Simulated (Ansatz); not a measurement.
## C: a jump of H

All numbers below come from DFT PBE, scalar-relativistic, plane waves, PAW (Ansatz 0.2.0). (420 eV cutoff, 4×4×3 k-mesh, Gaussian smearing of 0.10 eV, no spin polarisation)

In a supercell of 28 host sites, interstitial H hops to an equivalent place, moving 2.01 Å between the relaxed ends. Climbing-image nudged elastic band at fixed cell with images 0 (start) to 6 (end), the path measured over all atoms, converged to 0.05 eV/Å; the order of the saddle wasn't checked, and the small cell leaves errors of about a tenth of an eV. Zero-point motion and tunnelling, which matter for H, are left out.

Command:

```bash
ansatz run input.yaml --threads 4 --pin off --max-ram 8192MiB --backend cpu --events-out ev --progress --plain --runs-dir out
```

Input:

```yaml
crystal:
  lattice:
    - [4.933065567, -4.2721600996, 0.0]
    - [-6.1663319588, -2.1360800497, 0.0]
    - [0.0, 0.0, -8.4654494173]
  atoms:
    - { symbol: C, position: [0.567583543, 0.8641168653, 0.7546233902] }
    - { symbol: C, position: [0.1431145035, 0.720391833, 0.7601926787] }
    - { symbol: C, position: [0.7141460238, 0.5715960648, 0.7546230411] }
    - { symbol: C, position: [0.2874016605, 0.4351067378, 0.7602169903] }
    - { symbol: C, position: [0.8578577535, 0.2908597279, 0.7602392949] }
    - { symbol: C, position: [0.4294273428, 0.148775917, 0.7674928327] }
    - { symbol: C, position: [0.0066564475, 0.0106773107, 0.7546439145] }
    - { symbol: C, position: [0.5713618648, 0.8569328645, 0.2499072576] }
    - { symbol: C, position: [0.1428636482, 0.7140405068, 0.2499494237] }
    - { symbol: C, position: [0.7142380616, 0.5711411849, 0.249900948] }
    - { symbol: C, position: [0.2856324297, 0.4283035554, 0.2499474982] }
    - { symbol: C, position: [0.8571285381, 0.2855394916, 0.2499884908] }
    - { symbol: C, position: [0.4285435367, 0.1426293101, 0.2500060509] }
    - { symbol: C, position: [3.23006e-05, -0.0001906098, 0.2499221401] }
    - { symbol: C, position: [0.333303429, 0.6743704597, 0.7595839981] }
    - { symbol: C, position: [0.9038942684, 0.5270543225, 0.7596158093] }
    - { symbol: C, position: [0.4778127833, 0.3867555806, 0.7623750026] }
    - { symbol: C, position: [0.0512192233, 0.2449576657, 0.7596169005] }
    - { symbol: C, position: [0.6190543113, 0.1004056591, 0.7623530125] }
    - { symbol: C, position: [0.1914583916, 0.9591902419, 0.762336869] }
    - { symbol: C, position: [0.7627942353, 0.8154589407, 0.7179352526] }
    - { symbol: C, position: [0.5237265655, 0.6187779906, 0.2499119798] }
    - { symbol: C, position: [0.095208982, 0.4759590622, 0.2499550685] }
    - { symbol: C, position: [0.6666255264, 0.333055277, 0.2499939491] }
    - { symbol: C, position: [0.2381167914, 0.1902867703, 0.2499923074] }
    - { symbol: C, position: [0.8095173042, 0.0474515543, 0.2499367472] }
    - { symbol: C, position: [0.3808832892, 0.9045454999, 0.2499782242] }
    - { symbol: C, position: [0.952388453, 0.7616535239, 0.2499208491] }
    - { symbol: H, position: [0.7628284999, 0.8154551092, 0.5845636218] }
basis:
  ecutwfc: 420
  xc_grid: 2
kpoints:
  mp_grid: { grid: [4, 4, 3], shift: [0.0, 0.0, 0.0] }
hamiltonian:
  xc: pbe
scf:
  occupations: { method: gaussian, width: 0.1 }
output:
  forces: true
neb:
  images: 5
  f_tol: 0.05
  max_iterations: 70
  order_check: false
  final_atoms:
    - { symbol: C, position: [0.5715890464, 0.8571285381, 0.7500115092] }
    - { symbol: C, position: [0.1430968767, 0.7142380616, 0.750099052] }
    - { symbol: C, position: [0.7144290002, 0.5713618648, 0.7500927424] }
    - { symbol: C, position: [0.2859142266, 0.4285435367, 0.7499939491] }
    - { symbol: C, position: [0.8573288743, 0.2856324297, 0.7500525018] }
    - { symbol: C, position: [0.4288231413, 0.1428636482, 0.7500505763] }
    - { symbol: C, position: [0.0002229103, 3.23006e-05, 0.7500778599] }
    - { symbol: C, position: [0.5669980256, 0.8578577535, 0.2397607051] }
    - { symbol: C, position: [0.1425499591, 0.7141460238, 0.2453769589] }
    - { symbol: C, position: [0.7034666777, 0.567583543, 0.2453766098] }
    - { symbol: C, position: [0.2806514258, 0.4294273428, 0.2325071673] }
    - { symbol: C, position: [0.8522949227, 0.2874016605, 0.2397830097] }
    - { symbol: C, position: [0.4227226704, 0.1431145035, 0.2398073213] }
    - { symbol: C, position: [-0.0040208632, 0.0066564475, 0.2453560855] }
    - { symbol: C, position: [0.3335702494, 0.6666255264, 0.7500060509] }
    - { symbol: C, position: [0.9049485749, 0.5237265655, 0.7500880202] }
    - { symbol: C, position: [0.4763377894, 0.3808832892, 0.7500217758] }
    - { symbol: C, position: [0.0478300211, 0.2381167914, 0.7500076926] }
    - { symbol: C, position: [0.6192499198, 0.095208982, 0.7500449315] }
    - { symbol: C, position: [0.190734929, 0.952388453, 0.7500791509] }
    - { symbol: C, position: [0.7620657499, 0.8095173042, 0.7500632528] }
    - { symbol: C, position: [0.5186486522, 0.6190543113, 0.2376469875] }
    - { symbol: C, position: [0.0910572027, 0.4778127833, 0.2376249974] }
    - { symbol: C, position: [0.6589329693, 0.333303429, 0.2404160019] }
    - { symbol: C, position: [0.2322681497, 0.1914583916, 0.237663131] }
    - { symbol: C, position: [0.8062615576, 0.0512192233, 0.2403830995] }
    - { symbol: C, position: [0.3768399458, 0.9038942684, 0.2403841907] }
    - { symbol: C, position: [0.9473352946, 0.7627942353, 0.2820647474] }
    - { symbol: H, position: [0.9473733907, 0.7628284999, 0.4154363782] }
```

Course of the band:

```
iteration largest band force (eV/Å) climbing image energies over image 0 (eV)
        1                      1.734            none  0.000 0.644 1.397 1.653 1.408 0.651 0.000
        2                      2.495            none  0.000 0.166 0.759 1.454 0.861 0.169 0.000
        3                      2.480            none  0.000 0.070 0.372 1.416 0.459 0.062 0.000
        4                      1.610            none  0.000 0.022 0.143 1.337 0.171 0.022 0.000
        5                      3.954            none  0.000 0.010 0.159 1.079 0.282 0.012 0.000
        6                      0.667            none  0.000 0.005 0.046 0.966 0.054 0.006 0.000
        7                      0.632            none  0.000 0.005 0.066 0.664 0.080 0.006 0.000
        8                      0.508            none  0.000 0.004 0.042 0.587 0.051 0.005 0.000
        9                      0.754            none  0.000 0.003 0.033 0.508 0.042 0.004 0.000
       10                      0.512            none  0.000 0.002 0.017 0.523 0.023 0.003 0.000
       11                      1.732               3  0.000 0.002 0.010 0.533 0.014 0.002 0.000
       12                      1.919               3  0.000 0.002 0.004 0.508 0.006 0.002 0.000
       13                      1.208               3  0.000 0.002 0.008 0.742 0.010 0.002 0.000
       14                      1.071               3  0.000 0.002 0.020 0.928 0.021 0.002 0.000
       15                      0.443               3  0.000 0.002 0.008 0.795 0.009 0.002 0.000
       16                      0.260               3  0.000 0.002 0.007 0.778 0.008 0.002 0.000
       17                      0.065               3  0.000 0.002 0.006 0.777 0.007 0.002 0.000
       18                      0.025               3  0.000 0.002 0.006 0.776 0.007 0.002 0.000
```

Final band:

```
image path (Å) E − E(0) (eV) H x (Å) H y (Å) H z (Å) force on H (eV/Å)
    0      0.00          0.000   -1.265   -5.001   -4.949               0.00
    1      2.06          0.002   -0.935   -5.181   -4.930               0.00
    2      4.11          0.006   -0.614   -5.363   -4.852               0.01
    3      6.17          0.776   -0.632   -5.339   -4.233               0.02
    4      8.20          0.007   -0.667   -5.307   -3.619               0.01
    5     10.23          0.002   -0.347   -5.483   -3.534               0.00
    6     12.26          0.000   -0.030   -5.677   -3.517               0.00
```

Barrier 0.78 eV. The run took 51 min on 4 threads of Arm Neoverse V2, on a shared host, peak memory 3.7 GiB.